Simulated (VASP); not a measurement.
A run of VASP 6.6.1 is set up as follows.

INCAR

```
SYSTEM = W
  ALGO = Normal
  EDIFF = 1E-6
  EDIFFG = -0.04
  ENCUT = 600
  GGA = PE
  IBRION = 2
  ISIF = 3
  ISMEAR = 0
  LASPH = .TRUE.
  LCHARG = .FALSE.
  LREAL = .FALSE.
  LWAVE = .FALSE.
  NELM = 80
  NSW = 90
  PREC = Accurate
  SIGMA = 0.1
```

The input KPOINTS:

```
k-points
0
G
  6 6 4
  0 0 0
```

File POSCAR:

```
W
1.0
    4.3302624000      0.0000000000      0.0000000000
   -2.1651312000      3.7501172435      0.0000000000
    0.0000000000      0.0000000000      5.0424256072
W
4
Direct
    0.0000000000      0.0000000000      0.7500000000
    0.0000000000      0.0000000000      0.2500000000
    0.3333333333      0.6666666667      0.7500000000
    0.6666666667      0.3333333333      0.2500000000
```

Potentials or basis: VASP PAW PBE potentials, release 64 (W_sv).

Launch:

```console
$ cat potpaw_PBE.64/W_sv/POTCAR > POTCAR
$ mpirun -np 1 vasp_std > vasp.out
```

(1) Estimate the relaxed cell.

(2) What does it give for the space group after relaxing (to 0.05 Å)?

(3) What does it give for the relaxed volume?

(4) Estimate the band gap on the k mesh.

Answers

(1) a = 4.355 Å, b = 4.355 Å, c = 4.981 Å, α = 90.00°, β = 90.00°, γ = 120.00°.

(2) P6_3/mmc (No. 194).

(3) 20.45 Å³/atom.

(4) none (metal or under the smearing width).
